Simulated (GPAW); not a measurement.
# Fe (Fmmm) in GPAW: a series of runs

The runs below take Fe through relaxation of cell and atoms, with PBEsol.

All numbers are computed with GPAW 26.7.0; they aren't measurements. Logs are shortened: lines on timing, memory, paths and dates and some standing lists are left out, and cuts for length are marked. The log counts tension as positive stress, the text compression.

### Step 1. The crystal as given

Symmetry: Fmmm, No. 69, orthorhombic system. Conventional cell: a = 2.997 Å, b = 3.883 Å, c = 3.930 Å, α = 90.00°, β = 90.00°, γ = 90.00°. Around Fe (site symmetry mmm) lie 12 Fe at 2.45 to 2.76 Å.

### Step 2. Relaxation of cell and atoms, PBEsol, collinear spin, ferromagnetic start

Input file run.py:

```python
from ase import Atoms
from ase.filters import FrechetCellFilter
from ase.io import write
from ase.optimize import BFGS
from gpaw import GPAW, PW, setup_paths

setup_paths.insert(0, '.')

atoms = Atoms(['Fe'],
              cell=[[0.0, 1.9417396906, 1.9651051623],
                    [1.4984397099, 0.0, 1.9651051623],
                    [1.4984397099, 1.9417396906, 0.0]],
              scaled_positions=[[0.0, 0.0, 0.0]],
              pbc=True)
atoms.set_initial_magnetic_moments([3.0])

calc = GPAW(mode=PW(600),
            xc='PBEsol',
            kpts={'size': (9, 9, 9), 'gamma': True},
            occupations={'name': 'fermi-dirac', 'width': 0.05},
            nbands=12,
            convergence={'density': 1e-05, 'forces': 0.0001},
            maxiter=150,
            txt='gpaw.txt')
atoms.calc = calc
opt = BFGS(FrechetCellFilter(atoms), trajectory='relax.traj', logfile='-')
done = opt.run(fmax=0.02, steps=60)
calc.write('gs.gpw')
write('result.traj', atoms)
print('Converged:', done)
print('Cell:', atoms.cell.cellpar().round(4))
print('Volume:', round(atoms.get_volume(), 4))
print(atoms.get_scaled_positions().round(5))
```

Potentials or basis: PAW data sets generated in the run's folder for this functional, pw.

On the command line:

```bash
$ gpaw-setup -f PBEsol Fe
$ OMP_NUM_THREADS=1 python run.py
```

gpaw.txt:

```text
__  _  _
 | _ |_)|_||  |
 |__||  | ||/\| - 26.7.0

Input parameters:
  mode=PW(ecut=600.0),
  convergence={'density': 1e-05, 'forces': 0.0001},
  kpts=MonkhorstPack(size=(9, 9, 9), gamma=True),
  maxiter=150,
  nbands=12,
  occupations=Occupations(name='fermi-dirac', width=0.05),
  xc=XC(name='PBEsol')

Diagonalizing LCAO Hamiltonian
Converting LCAO to pw mode

       Fe

Atoms  # Å, Bohr magnetons
|   | symbol |        x |        y |        z |    initial magnetic moments |
|---|--------|----------|----------|----------|-----------------------------|
| 0 |     Fe | 0.000000 | 0.000000 | 0.000000 | ( 0.0000,  0.0000,  3.0000) |

Unit cell  # Å
| periodic |        x |        y |        z |  lengths |    angles |
|----------|----------|----------|----------|----------|-----------|
|      yes | 0.000000 | 1.941740 | 1.965105 | 2.762606 | 68.256930 |
|      yes | 1.498440 | 0.000000 | 1.965105 | 2.471226 | 56.189817 |
|      yes | 1.498440 | 1.941740 | 0.000000 | 2.452687 | 55.553253 |

Number of symmetries: 8
Symmetry operations  # r_c * U_cc + t_c -> r_c
|   | kind |            matrix            |
|---|------|------------------------------|
| 0 |  σ   |  1, 0, 0,  1, 0,-1,  1,-1, 0 |
| 1 |  E   |  1, 0, 0,  0, 1, 0,  0, 0, 1 |
| 2 |  C2  |  0, 1,-1,  1, 0,-1,  0, 0,-1 |
| 3 |  σ   |  0, 1,-1,  0, 1, 0, -1, 1, 0 |
| 4 |  C2  |  0,-1, 1,  0,-1, 0,  1,-1, 0 |
| 5 |  σ   |  0,-1, 1, -1, 0, 1,  0, 0, 1 |
| 6 |  i   | -1, 0, 0,  0,-1, 0,  0, 0,-1 |
| 7 |  C2  | -1, 0, 0, -1, 0, 1, -1, 1, 0 |
[... 171 lines left out ...]
Stress tensor  # eV/Ang^3
|        x |        y |        z |
|----------|----------|----------|
| 0.087733 | 0.000000 | 0.000000 |
| 0.000000 | 0.027891 | 0.000000 |
| 0.000000 | 0.000000 | 0.042151 |

Forces  # eV/Ang
|       x |       y |        z |
|---------|---------|----------|
| 0.00000 | 0.00000 | -0.00000 |  # Fe   0

Interpolating wave functions to new cell

       Fe

Atoms  # Å, Bohr magnetons
|   | symbol |        x |        y |         z |    initial magnetic moments |
|---|--------|----------|----------|-----------|-----------------------------|
| 0 |     Fe | 0.000000 | 0.000000 | -0.000000 | ( 0.0000,  0.0000,  2.1781) |
[... 130 lines left out ...]
SCF iterations
|iter     | |      energy | eigst |  dens |force |  magmom |
|---------|-|-------------|-------|-------|------|---------|
|iter:   1| |   -9.687572 | -1.12 |       |      |  +2.1632|
|iter:   2| |   -9.681723 | -3.81 | -1.48 |      |  +2.1600|
|iter:   3| |   -9.670826 | -3.08 | -1.55 |      |  +2.1379|
|iter:   4| |   -9.671140 | -4.49 | -2.23 |      |  +2.1320|
|iter:   5| |   -9.671592c| -3.88 | -2.38 |      |  +2.1157|
|iter:   6| |   -9.671609c| -6.24 | -3.00 |      |  +2.1126|
|iter:   7| |   -9.671625c| -5.96 | -3.30 |      |  +2.1097|
|iter:   8| |   -9.671626c| -7.65c| -3.90 |      |  +2.1094|
|iter:   9| |   -9.671627c| -8.63c| -4.32 |      |  +2.1093|
|iter:  10| |   -9.671627c| -8.45c| -4.98 |      |  +2.1093|
|iter:  11| |   -9.671627c| -9.86c| -5.65c|      |  +2.1093|
|iter:  12| |   -9.671627c|-10.45c| -6.27c|-24.00c|  +2.1093|

Converged in 12 steps
Energy contributions relative to reference atoms: (reference = -34587.149600)

Energy contributions:
  Kinetic:           6.510010
  Coulomb:          -5.394877
  Zero:              0.069529
  External:          0.000000
  Xc:              -10.852525
  Entropy:          -0.007527
  Spinorbit:         0.000000
  ----------------------------
  Free energy:      -9.675390
  Extrapolated:     -9.671627
[... 30 lines left out ...]
Stress tensor  # eV/Ang^3
|        x |         y |         z |
|----------|-----------|-----------|
| 0.061358 |  0.000000 |  0.000000 |
| 0.000000 | -0.000692 | -0.000000 |
| 0.000000 | -0.000000 |  0.011690 |

Forces  # eV/Ang
|       x |       y |        z |
|---------|---------|----------|
| 0.00000 | 0.00000 | -0.00000 |  # Fe   0

Interpolating wave functions to new cell

       Fe

Atoms  # Å, Bohr magnetons
|   | symbol |        x |        y |         z |    initial magnetic moments |
|---|--------|----------|----------|-----------|-----------------------------|
| 0 |     Fe | 0.000000 | 0.000000 | -0.000000 | ( 0.0000,  0.0000,  2.1228) |
[... 174 lines left out ...]
|          0 |         1.791 |     1.000 |         2.069 |     1.000 |
|          1 |         8.239 |     1.000 |        10.003 |     1.000 |
|          2 |         8.280 |     1.000 |        10.057 |     1.000 |
|          3 |         8.550 |     1.000 |        10.409 |     0.999 |
|          4 |         9.548 |     1.000 |        12.036 |     0.000 |
|          5 |         9.823 |     1.000 |        12.448 |     0.000 |
|          6 |        35.425 |     0.000 |        35.314 |     0.000 |
|          7 |        36.002 |     0.000 |        36.391 |     0.000 |
|          8 |        36.013 |     0.000 |        36.516 |     0.000 |
|          9 |        36.031 |     0.000 |        37.649 |     0.000 |
|         10 |        36.483 |     0.000 |        37.658 |     0.000 |
|         11 |        36.604 |     0.000 |        37.676 |     0.000 |

No gap
No difference between direct/indirect transitions

Stress tensor  # eV/Ang^3
|         x |         y |         z |
|-----------|-----------|-----------|
|  0.008832 | -0.000000 |  0.000000 |
| -0.000000 | -0.042110 | -0.000000 |
|  0.000000 | -0.000000 | -0.034665 |

Forces  # eV/Ang
|       x |        y |        z |
|---------|----------|----------|
| 0.00000 | -0.00000 | -0.00000 |  # Fe   0

Interpolating wave functions to new cell

       Fe

Atoms  # Å, Bohr magnetons
|   | symbol |        x |        y |         z |    initial magnetic moments |
|---|--------|----------|----------|-----------|-----------------------------|
| 0 |     Fe | 0.000000 | 0.000000 | -0.000000 | ( 0.0000,  0.0000,  2.0884) |

Unit cell  # Å
| periodic |         x |         y |        z |  lengths |    angles |
|----------|-----------|-----------|----------|----------|-----------|
|      yes | -0.000000 |  1.941225 | 1.946224 | 2.748844 | 69.433740 |
|      yes |  1.430351 | -0.000000 | 1.946224 | 2.415303 | 55.352110 |
|      yes |  1.430351 |  1.941225 | 0.000000 | 2.411277 | 55.214149 |

Number of symmetries: 8
Symmetry operations  # r_c * U_cc + t_c -> r_c
|   | kind |            matrix            |
|---|------|------------------------------|
| 0 |  σ   |  1, 0, 0,  1, 0,-1,  1,-1, 0 |
| 1 |  E   |  1, 0, 0,  0, 1, 0,  0, 0, 1 |
| 2 |  C2  |  0, 1,-1,  1, 0,-1,  0, 0,-1 |
| 3 |  σ   |  0, 1,-1,  0, 1, 0, -1, 1, 0 |
| 4 |  C2  |  0,-1, 1,  0,-1, 0,  1,-1, 0 |
| 5 |  σ   |  0,-1, 1, -1, 0, 1,  0, 0, 1 |
| 6 |  i   | -1, 0, 0,  0,-1, 0,  0, 0,-1 |
| 7 |  C2  | -1, 0, 0, -1, 0, 1, -1, 1, 0 |
[... 361 lines left out ...]
|          0 |         1.663 |     1.000 |         1.942 |     1.000 |
|          1 |         8.127 |     1.000 |         9.914 |     1.000 |
|          2 |         8.156 |     1.000 |         9.950 |     1.000 |
|          3 |         8.197 |     1.000 |        10.007 |     1.000 |
|          4 |         9.457 |     1.000 |        12.019 |     0.000 |
|          5 |         9.503 |     1.000 |        12.091 |     0.000 |
|          6 |        35.667 |     0.000 |        35.576 |     0.000 |
|          7 |        35.804 |     0.000 |        35.722 |     0.000 |
|          8 |        35.811 |     0.000 |        35.853 |     0.000 |
|          9 |        35.813 |     0.000 |        37.450 |     0.000 |
|         10 |        35.818 |     0.000 |        37.451 |     0.000 |
|         11 |        35.944 |     0.000 |        37.457 |     0.000 |

No gap
No difference between direct/indirect transitions

Stress tensor  # eV/Ang^3
|         x |        y |         z |
|-----------|----------|-----------|
| -0.004899 | 0.000000 |  0.000000 |
|  0.000000 | 0.008088 |  0.000000 |
|  0.000000 | 0.000000 | -0.000964 |

Forces  # eV/Ang
|       x |       y |       z |
|---------|---------|---------|
| 0.00000 | 0.00000 | 0.00000 |  # Fe   0

Interpolating wave functions to new cell
[... 179 lines left out ...]
|          0 |         1.662 |     1.000 |         1.942 |     1.000 |
|          1 |         8.147 |     1.000 |         9.939 |     1.000 |
|          2 |         8.164 |     1.000 |         9.961 |     1.000 |
|          3 |         8.166 |     1.000 |         9.965 |     1.000 |
|          4 |         9.476 |     1.000 |        12.050 |     0.000 |
|          5 |         9.482 |     1.000 |        12.059 |     0.000 |
|          6 |        35.785 |     0.000 |        35.692 |     0.000 |
|          7 |        35.791 |     0.000 |        35.698 |     0.000 |
|          8 |        35.806 |     0.000 |        35.759 |     0.000 |
|          9 |        35.807 |     0.000 |        37.450 |     0.000 |
|         10 |        35.808 |     0.000 |        37.450 |     0.000 |
|         11 |        35.852 |     0.000 |        37.453 |     0.000 |

No gap
No difference between direct/indirect transitions

Stress tensor  # eV/Ang^3
|         x |         y |         z |
|-----------|-----------|-----------|
|  0.001719 | -0.000000 | -0.000000 |
| -0.000000 |  0.002541 |  0.000000 |
| -0.000000 |  0.000000 | -0.001510 |

Forces  # eV/Ang
|       x |        y |       z |
|---------|----------|---------|
| 0.00000 | -0.00000 | 0.00000 |  # Fe   0

Interpolating wave functions to new cell

       Fe

Atoms  # Å, Bohr magnetons
|   | symbol |        x |        y |        z |    initial magnetic moments |
|---|--------|----------|----------|----------|-----------------------------|
| 0 |     Fe | 0.000000 | 0.000000 | 0.000000 | ( 0.0000,  0.0000,  2.0947) |

Unit cell  # Å
| periodic |         x |         y |        z |  lengths |    angles |
|----------|-----------|-----------|----------|----------|-----------|
|      yes | -0.000000 |  1.978283 | 1.975038 | 2.795421 | 70.513062 |
|      yes |  1.398523 | -0.000000 | 1.975038 | 2.420050 | 54.699135 |
|      yes |  1.398523 |  1.978283 | 0.000000 | 2.422699 | 54.787803 |

Number of symmetries: 8
Symmetry operations  # r_c * U_cc + t_c -> r_c
|   | kind |            matrix            |
|---|------|------------------------------|
| 0 |  σ   |  1, 0, 0,  1, 0,-1,  1,-1, 0 |
| 1 |  E   |  1, 0, 0,  0, 1, 0,  0, 0, 1 |
| 2 |  C2  |  0, 1,-1,  1, 0,-1,  0, 0,-1 |
| 3 |  σ   |  0, 1,-1,  0, 1, 0, -1, 1, 0 |
| 4 |  C2  |  0,-1, 1,  0,-1, 0,  1,-1, 0 |
| 5 |  σ   |  0,-1, 1, -1, 0, 1,  0, 0, 1 |
| 6 |  i   | -1, 0, 0,  0,-1, 0,  0, 0,-1 |
| 7 |  C2  | -1, 0, 0, -1, 0, 1, -1, 1, 0 |
[... 166 lines left out ...]
Stress tensor  # eV/Ang^3
|        x |         y |         z |
|----------|-----------|-----------|
| 0.000345 |  0.000000 |  0.000000 |
| 0.000000 |  0.001241 | -0.000000 |
| 0.000000 | -0.000000 | -0.001797 |

Forces  # eV/Ang
|       x |       y |       z |
|---------|---------|---------|
| 0.00000 | 0.00000 | 0.00000 |  # Fe   0

# Writing to gs.gpw (mode='')
```

Wall time 2.8 min (1 thread of Arm Neoverse V1, shared host); peak memory 0.2 GiB.

Results:

```
Free energy                            : -9.6954 eV
Relaxed volume                         : 10.93 Å³/atom
Relaxed cell                           : a = 2.795 Å, b = 2.420 Å, c = 2.423 Å, α = 70.51°, β = 54.70°, γ = 54.79°
Space group after relaxing (to 0.05 Å) : Im-3m (No. 229)
Energy gained by relaxing              : 36.3 meV/atom
Ionic steps                            : 7
Pressure after relaxing                : 0.0 GPa
Band gap on the k mesh                 : none (metal or under the smearing width)
Net moment                             : 2.09 μB per cell
Site moments                           : Fe +2.09 μB
```

Step by step:
```csv
step,energy change (eV),largest force (eV/Å),pressure (GPa),volume (Å³)
1,0.0000,0.0000,-8.43,11.44
2,-0.0152,0.0000,-3.86,11.14
3,-0.0249,0.0000,3.63,10.79
4,-0.0290,0.0000,3.05,10.81
5,-0.0359,0.0000,-0.12,10.93
6,-0.0362,0.0000,-0.15,10.94
7,-0.0363,0.0000,0.01,10.93
```

Final structure:
```
Fe
1.0
     0.00000    1.97828    1.97504
     1.39852    0.00000    1.97504
     1.39852    1.97828    0.00000
Fe
1
Direct
  0.00000 0.00000 0.00000
```

Levels at points of the mesh, in eV from the Fermi level:
Spin up:
| k point | band 2 | band 3 | band 4 | band 5 | band 6 | band 7 | band 8 |
| --- | --- | --- | --- | --- | --- | --- | --- |
| (0.00, 0.00, 0.00) | -2.34 | -2.33 | -2.33 | -1.01 | -1.01 | 25.30 | 25.31 |
Spin down:
```tsv
k point	band 1	band 2	band 3	band 4	band 5	band 6	band 7
(0.00, 0.00, 0.00)	-8.55	-0.55	-0.54	-0.53	1.56	1.56	25.21
```

Caveat: each step starts from the last one's moments, so a moment once lost doesn't come back; later steps reuse the first step's grids.

(Continued in part 2 of 2.)
